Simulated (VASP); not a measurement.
# Ni (P6_3/mmc) in VASP: notebook

The runs below take Ni through single point, with PBE.

Program: VASP 6.6.1. These are calculated values, not measurements. Logs are shortened: lines on timing, memory, paths and dates and some standing lists are left out, and cuts for length are marked.

### Step 1. The crystal as given

It takes space group P6_3/mmc (No. 194, hexagonal). The conventional cell has a = 2.448 Å, b = 2.448 Å, c = 4.073 Å, α = 90.00°, β = 90.00°, γ = 120.00°. Ni (site symmetry -6m2) has 12 Ni at 2.45 to 2.48 Å as nearest neighbours.

This isn't the form of Ni at room conditions, which is fcc.

### Step 2. Single point, PBE, collinear spin, ferromagnetic start

Input file INCAR:

```
  ADDGRID = F
  ALGO = Normal
  EDIFF = 1E-6
  ENCUT = 250
  GGA = PE
  ISIF = 2
  ISMEAR = 0
  ISPIN = 2
  LASPH = T
  LCHARG = F
  LMAXMIX = 4
  LORBIT = 11
  LREAL = F
  LWAVE = F
  MAGMOM = 1 1
  NBANDS = 21
  NELM = 100
  PREC = Accurate
  SIGMA = 0.1
```

Input file KPOINTS:

```
k-points
0
Gamma
  11 11 6
```

Input file POSCAR:

```
Ni
1.0
    2.4480228978      0.0000000000      0.0000000000
   -1.2240114489      2.1200500186      0.0000000000
    0.0000000000      0.0000000000      4.0728075700
Ni
2
Direct
    0.6666666667      0.3333333333      0.7500000000
    0.3333333333      0.6666666667      0.2500000000
```

Potentials or basis: VASP PAW PBE potentials, release 64 (Ni).

Run with:

```bash
> cat potpaw_PBE.64/Ni/POTCAR > POTCAR
> mpirun -np 1 vasp_std > vasp.out
```

OUTCAR:

```text
EDIFF = 1E-6
   ENCUT = 250
   GGA = PE
   ISIF = 2
   ISMEAR = 0
   ISPIN = 2
   LASPH = T
   LORBIT = 11
   LREAL = F
   NELM = 100
   PREC = Accurate

 Found     64 irreducible k-points:

 Following reciprocal coordinates:
            Coordinates               Weight
  0.000000  0.000000  0.000000      1.000000
  0.090909  0.000000  0.000000      6.000000
  0.181818 -0.000000  0.000000      6.000000
  0.272727  0.000000  0.000000      6.000000
  0.363636  0.000000  0.000000      6.000000
  0.454545  0.000000  0.000000      6.000000
   k-points           NKPTS =     64   k-points in BZ     NKDIM =     64   number of bands    NBANDS=     21
   number of dos      NEDOS =    301   number of ions     NIONS =      2
   total plane-waves  NPLWV =   4704
   dimension x,y,z NGX =    14 NGY =   14 NGZ =   24
   dimension x,y,z NGXF=    28 NGYF=   28 NGZF=   48
   ions per type =               2
   NGX,Y,Z   is equivalent  to a cutoff of   9.51,  9.51,  9.80 a.u.
   NGXF,Y,Z  is equivalent  to a cutoff of  19.01, 19.01, 19.59 a.u.
 SYSTEM =  unknown system
   PREC   = accura    normal or accurate (medium, high low for compatibility)
   ISTART =      0    job   : 0-new  1-cont  2-samecut
   ICHARG =      2    charge: 1-file 2-atom 10-const
   ISPIN  =      2    spin polarized calculation?
   LNONCOLLINEAR =      F non collinear calculations
   LSORBIT =      F    spin-orbit coupling
   LASPH  =      T    aspherical Exc in radial PAW
   ENCUT  =  250.0 eV  18.37 Ry    4.29 a.u.   3.16  3.16  5.25*2*pi/ulx,y,z
   NELM   =    100;   NELMIN=  2; NELMDL= -5     # of ELM steps
   EDIFF  = 0.1E-05   stopping-criterion for ELM
   LREAL  =      F    real-space projection
   EDIFFG = 0.1E-04   stopping-criterion for IOM
   NSW    =      0    number of steps for IOM
   IBRION =     -1    ionic relax: 0-MD 1-quasi-New 2-CG
   NFREE  =      0    steps in history (QN), initial steepest desc. (CG)
   ISIF   =      2    stress and relaxation
   ISYM   =      2    0-nonsym 1-usesym 2-fastsym
   POTIM  = 0.5000    time-step for ionic-motion
   TEBEG  =    0.0;   TEEND  =   0.0 temperature during run
   PSTRESS=    0.0 pullay stress
   NELECT =      20.0000    total number of electrons
   NUPDOWN=      -1.0000    fix difference up-down
   EMIN   =  10.00;   EMAX   =-10.00  energy-range for DOS
   EFERMI =   0.00;   METHOD = LEGACY
   ISMEAR =     0;   SIGMA  =   0.10  broadening in eV -4-tet -1-fermi 0-gaus
   EFERMI_NEDOS =   21; number of points for ismear=-14 and -15
   IALGO  =     38    algorithm
   IMIX   =      4    mixing-type and parameters
     AMIX     =   0.40;   BMIX     =  1.00
     AMIX_MAG =   1.60;   BMIX_MAG =  1.00
  volume/ion in A,a.u.               =      10.57        71.32
  Fermi-wavevector in a.u.,A,eV,Ry     =   1.607187  3.037143 35.144518  2.583049
  Thomas-Fermi vector in A             =   2.703255
   LORBIT       =     11    0 simple, 1 ext, 2 COOP (PROOUT), +10 PAW based schemes
   GGA     = PE    functional components
   LHFCALC =     F    Hartree Fock is set to
   AEXX    =    0.0000 exact exchange contribution
   IVDW    =     0    specifies the selected vdW correction
   LEPSILON=     F    determine dielectric tensor
   LRPA    =     F    only Hartree local field effects (RPA)
 spin polarized calculation
 Gauss-broadening in eV      SIGMA  =   0.10
  energy-cutoff  :      250.00
  volume of cell :       21.14
 maximum number of plane-waves:       200
 NGX is ok and might be reduce to    14
   NGX =  7   NGY =  7   NGZ = 11

 number of electron      20.0000000 magnetization       1.1224566

 Free energy of the ion-electron system (eV)
  ---------------------------------------------------
  ext. energy  EPLUGINS =         0.00000000
  ---------------------------------------------------
  free energy    TOTEN  =       -10.82912792 eV

  energy without entropy =      -10.81006391  energy(sigma->0) =      -10.81959592

 E-fermi :   9.7731     XC(G=0): -13.4185

 val. band max:        9.7700914673   @ k =   0.0909   0.0909   0.1667
 cond. band min:       9.7789237554   @ k =   0.3636   0.0000   0.0000
 fundamental gap:      0.0088322881
 Fermi energy:         9.7731245431

 spin component 1

 k-point     1 :       0.0000    0.0000    0.0000
  band No.  band energies     occupation
      1       0.5811      1.00000
      2       4.8020      1.00000
      3       7.2657      1.00000
      4       7.4053      1.00000
      5       7.4053      1.00000
      6       7.6631      1.00000
[... 13 lines left out ...]
     20      36.7104      0.00000
     21      40.8029      0.00000

 k-point     2 :       0.0909    0.0000    0.0000
  band No.  band energies     occupation
      1       0.8776      1.00000
      2       4.9873      1.00000
      3       7.1381      1.00000
      4       7.5040      1.00000
      5       7.5414      1.00000
      6       7.6123      1.00000
[... 13 lines left out ...]
     20      39.4872      0.00000
     21      39.7641      0.00000

 k-point     3 :       0.1818   -0.0000    0.0000
  band No.  band energies     occupation
      1       1.7340      1.00000
      2       5.4298      1.00000
      3       6.8817      1.00000
      4       6.9873      1.00000
      5       7.3959      1.00000
      6       7.8307      1.00000
[... 13 lines left out ...]
     20      38.9847      0.00000
     21      39.0294      0.00000

 k-point     4 :       0.2727    0.0000    0.0000
  band No.  band energies     occupation
      1       3.0181      1.00000
      2       5.7104      1.00000
      3       6.3066      1.00000
      4       6.7702      1.00000
      5       7.3088      1.00000
      6       7.7134      1.00000
[... 13 lines left out ...]
     20      37.9791      0.00000
     21      38.9306      0.00000

 k-point     5 :       0.3636    0.0000    0.0000
  band No.  band energies     occupation
      1       4.3514      1.00000
      2       5.5741      1.00000
      3       5.8688      1.00000
      4       6.9149      1.00000
      5       7.5155      1.00000
      6       7.5383      1.00000
[... 13 lines left out ...]
     20      36.1599      0.00000
     21      38.4307      0.00000

 k-point     6 :       0.4545    0.0000    0.0000
  band No.  band energies     occupation
      1       5.0914      1.00000
      2       5.3700      1.00000
      3       5.6533      1.00000
      4       7.2914      1.00000
      5       7.4481      1.00000
      6       7.4620      1.00000
[... 13 lines left out ...]
     20      35.1946      0.00000
     21      38.4166      0.00000

 [... further k-points ...]

 spin component 2

 k-point     1 :       0.0000    0.0000    0.0000
  band No.  band energies     occupation
      1       0.5422      1.00000
      2       5.1547      1.00000
      3       7.9033      1.00000
      4       8.0174      1.00000
      5       8.0174      1.00000
      6       8.2928      1.00000
[... 13 lines left out ...]
     20      36.7656      0.00000
     21      40.8469      0.00000

 k-point     2 :       0.0909    0.0000    0.0000
  band No.  band energies     occupation
      1       0.8392      1.00000
      2       5.3511      1.00000
      3       7.7443      1.00000
      4       8.1362      1.00000
      5       8.1581      1.00000
      6       8.2371      1.00000
[... 13 lines left out ...]
     20      39.5410      0.00000
     21      39.8332      0.00000

 k-point     3 :       0.1818   -0.0000    0.0000
  band No.  band energies     occupation
      1       1.6993      1.00000
      2       5.8298      1.00000
      3       7.3366      1.00000
      4       7.4500      1.00000
      5       8.0008      1.00000
      6       8.4779      1.00000
[... 13 lines left out ...]
     20      38.9628      0.00000
     21      39.0882      0.00000

 k-point     4 :       0.2727    0.0000    0.0000
  band No.  band energies     occupation
      1       3.0060      1.00000
      2       6.1716      1.00000
      3       6.6805      1.00000
      4       7.2750      1.00000
      5       7.8954      1.00000
      6       8.2799      1.00000
[... 13 lines left out ...]
     20      38.0794      0.00000
     21      38.9284      0.00000

 k-point     5 :       0.3636    0.0000    0.0000
  band No.  band energies     occupation
      1       4.4426      1.00000
      2       6.0545      1.00000
      3       6.2634      1.00000
      4       7.3218      1.00000
      5       8.0755      1.00000
      6       8.0957      1.00000
[... 13 lines left out ...]
     20      36.2430      0.00000
     21      38.4430      0.00000

 k-point     6 :       0.4545    0.0000    0.0000
  band No.  band energies     occupation
      1       5.3812      1.00000
      2       5.8283      1.00000
      3       6.0604      1.00000
      4       7.5845      1.00000
      5       7.9471      1.00000
      6       8.0127      1.00000
[... 13 lines left out ...]
     20      35.2654      0.00000
     21      38.4264      0.00000

 [... further k-points ...]

------------------------ aborting loop because EDIFF is reached ----------------------------------------

  FORCE on cell =-STRESS in cart. coord.  units (eV):
  Direction    XX          YY          ZZ          XY          YZ          ZX
  --------------------------------------------------------------------------------------
  -------------------------------------------------------------------------------------
  Total       -0.9192118     -0.9192118     -1.2011566      0.0000000      0.0000000      0.0000000
  in kB      -69.6739919    -69.6739919    -91.0447133      0.0000000      0.0000000      0.0000000
  external PRESSURE =     -76.7975657 kB  Pullay stress =       0.0000000 kB

 VOLUME and BASIS-vectors are now :
 -----------------------------------------------------------------------------
  energy-cutoff  :      250.00
  volume of cell :       21.14
      direct lattice vectors                 reciprocal lattice vectors
     2.448022898  0.000000000  0.000000000     0.408492911  0.235843492  0.000000000
    -1.224011449  2.120050019  0.000000000     0.000000000  0.471686984  0.000000000
     0.000000000  0.000000000  4.072807570     0.000000000  0.000000000  0.245530873

 POSITION                                       TOTAL-FORCE (eV/Angst)
 -----------------------------------------------------------------------------------
      1.22401      0.70668      3.05461        -0.000000      0.000000      0.000000
     -0.00000      1.41337      1.01820         0.000000      0.000000      0.000000
 -----------------------------------------------------------------------------------
    total drift:                               -0.000000      0.000000     -0.000000

  FREE ENERGIE OF THE ION-ELECTRON SYSTEM (eV)
  ---------------------------------------------------
  free  energy   TOTEN  =       -10.8291279211 eV

  energy  without entropy=      -10.8100639148  energy(sigma->0) =      -10.81959592

 total charge

# of ion       s       p       d       tot
------------------------------------------
    1        0.506   0.515   8.363   9.384
    2        0.506   0.515   8.363   9.384
--------------------------------------------------
tot          1.012   1.030  16.727  18.768

 magnetization (x)

# of ion       s       p       d       tot
------------------------------------------
    1       -0.006  -0.026   0.605   0.573
    2       -0.006  -0.026   0.605   0.573
--------------------------------------------------
tot         -0.013  -0.051   1.210   1.146
```

Wall time 12 s (1 thread of AMD EPYC 9R45 (Zen 5), shared host); peak memory 0.1 GiB.

The run converged, but a check on its numbers failed (symmetry, net force, bounds or a known fault of this set-up), so they aren't taken as properties of the crystal.

Caveat: the cutoff lies under the usual one of these potentials, so the numbers hold a large basis-set error.

### Step 3. Single point, PBE, collinear spin, ferromagnetic start

INCAR, as its differences from that of step 2:

```diff
@@ -3,3 +3,3 @@
   EDIFF = 1E-6
-  ENCUT = 250
+  ENCUT = 400
   GGA = PE
```

Input file KPOINTS:

```
k-points
0
Gamma
  9 9 5
```

POSCAR is that of step 2.

Potentials or basis: VASP PAW PBE potentials, release 64 (Ni).

Run with:

```bash
> cat potpaw_PBE.64/Ni/POTCAR > POTCAR
> mpirun -np 1 vasp_std > vasp.out
```

It took 9.7 s on 1 thread of AMD EPYC 9R45 (Zen 5), shared host; peak memory 0.1 GiB.

The run converged, but some of its settings lie outside the range that counts as converged, so its numbers aren't taken as properties of the crystal.

What came out:

```
Free energy                                           : -10.8839 eV
Pressure                                              : 5.8 GPa
Band gap on the k mesh                                : none (metal or under the smearing width)
Net moment                                            : 1.08 μB per cell
Site moments                                          : Ni +0.55 μB
Valence electrons inside the program's atomic spheres : Ni 9.36
```

### Step 4. Single point, PBE, collinear spin, ferromagnetic start

INCAR, as its differences from that of step 3:

```diff
@@ -3,3 +3,3 @@
   EDIFF = 1E-6
-  ENCUT = 400
+  ENCUT = 450
   GGA = PE
```

KPOINTS is that of step 3.

POSCAR is that of step 3.

Run with:

```bash
> cat potpaw_PBE.64/Ni/POTCAR > POTCAR
> mpirun -np 1 vasp_std > vasp.out
```

It took 12 s on 1 thread of AMD EPYC 9R45 (Zen 5), shared host; peak memory 0.11 GiB.

The run converged, but some of its settings lie outside the range that counts as converged, so its numbers aren't taken as properties of the crystal.

What came out:

```
Free energy                                           : -10.8818 eV
Pressure                                              : 6.3 GPa
Band gap on the k mesh                                : none (metal or under the smearing width)
Net moment                                            : 1.08 μB per cell
Site moments                                          : Ni +0.55 μB
Valence electrons inside the program's atomic spheres : Ni 9.37
```

### Step 5. Single point, PBE, collinear spin, ferromagnetic start

INCAR, as its differences from that of step 4:

```diff
@@ -3,3 +3,3 @@
   EDIFF = 1E-6
-  ENCUT = 450
+  ENCUT = 250
   GGA = PE
```

Input file KPOINTS:

```
k-points
0
Gamma
  13 13 7
```

POSCAR is that of step 4.

Run with:

```bash
> cat potpaw_PBE.64/Ni/POTCAR > POTCAR
> mpirun -np 1 vasp_std > vasp.out
```

Run time: 13 s. Hardware: 1 thread of AMD EPYC 9R45 (Zen 5), shared host; peak memory 0.1 GiB.

The run converged, but a check on its numbers failed (symmetry, net force, bounds or a known fault of this set-up), so they aren't taken as properties of the crystal.

Caveat: the cutoff lies under the usual one of these potentials, so the numbers hold a large basis-set error.

### Step 6. Single point, PBE, collinear spin, ferromagnetic start

INCAR, as its differences from that of step 5:

```diff
@@ -3,3 +3,3 @@
   EDIFF = 1E-6
-  ENCUT = 250
+  ENCUT = 350
   GGA = PE
```

Input file KPOINTS:

```
k-points
0
Gamma
  11 11 6
```

POSCAR is that of step 5.

Potentials or basis: VASP PAW PBE potentials, release 64 (Ni).

Run with:

```bash
> cat potpaw_PBE.64/Ni/POTCAR > POTCAR
> mpirun -np 1 vasp_std > vasp.out
```

Run time: 15 s. Hardware: 1 thread of AMD EPYC 9R45 (Zen 5), shared host; peak memory 0.11 GiB.

These settings aren't checked as converged: the numbers below hold their error.

Results:

```yaml
Free_energy: -10.8955 eV
Pressure: 6.1 GPa
Band_gap_on_the_k_mesh: none (metal or under the smearing width)
Net_moment: 1.13 μB per cell
Site_moments: Ni +0.57 μB
Valence_electrons_inside_the_program's_atomic_spheres: Ni 9.36
```
